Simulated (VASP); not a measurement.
Wanted: the native input for a VASP 6.6.1 run.

| Item | Value |
| --- | --- |
| Task | single point |
| Functional | PBE |
| Potentials or basis | VASP PAW PBE potentials, release 64 (Zr_sv_GW, O_GW) |
| Cutoff | 450 eV |
| k mesh | 4 × 4 × 4 |
| Occupations | gaussian, width 0.02 eV |
| Spin | no spin polarisation |
| Further INCAR settings | ALGO = Normal; EDIFF = 1e-06; NBANDS = 19 |

The structure of ZrO2 lies in POSCAR:

```
ZrO2
1.0
    0.0000000000      2.5450727058      2.5450727058
    2.5450727058      0.0000000000      2.5450727058
    2.5450727058      2.5450727058      0.0000000000
Zr O
1 2
Direct
    0.0000000000      0.0000000000      0.0000000000
    0.7500000000      0.7500000000      0.7500000000
    0.2500000000      0.2500000000      0.2500000000
```

Measurements of this composition are mostly on another form, of space group No. 14.

These files were run (other wordings do the same):

INCAR

```
SYSTEM = ZrO2
PREC     = Accurate       ! precision mode
ENCUT    = 450            ! plane-wave cutoff, eV
EDIFF    = 1E-6           ! SCF threshold, eV
ISMEAR   = 0              ! smearing method
SIGMA    = 0.02           ! smearing width, eV
LREAL    = .FALSE.        ! projectors in reciprocal space
LASPH    = .TRUE.         ! aspherical terms in the spheres
NELM     = 80             ! most SCF steps
ALGO     = Normal         ! electronic algorithm
ISIF     = 2              ! what is computed and relaxed
LWAVE    = .FALSE.        ! write WAVECAR
LCHARG   = .FALSE.        ! write CHGCAR
GGA      = PE             ! functional
NBANDS   = 19             ! bands
```

KPOINTS

```
regular mesh
0
G
  4 4 4
  0 0 0
```

Potentials or basis: VASP PAW PBE potentials, release 64 (Zr_sv_GW, O_GW).

The run is started by

```console
$ cat potpaw_PBE.64/Zr_sv_GW/POTCAR potpaw_PBE.64/O_GW/POTCAR > POTCAR
$ mpirun -np 1 vasp_std > vasp.out
```

It gave:

```
Band gap on the k mesh : 3.36 eV, indirect (least direct gap 3.80 eV)
```

Caveat: the k mesh is coarse (spacing up to 0.53 Å⁻¹), so the values aren't converged.

Run time: 12 s on 1 thread of Intel(R) Xeon(R) Platinum 8488C (Sapphire Rapids), on a shared host, peak memory 0.16 GiB.
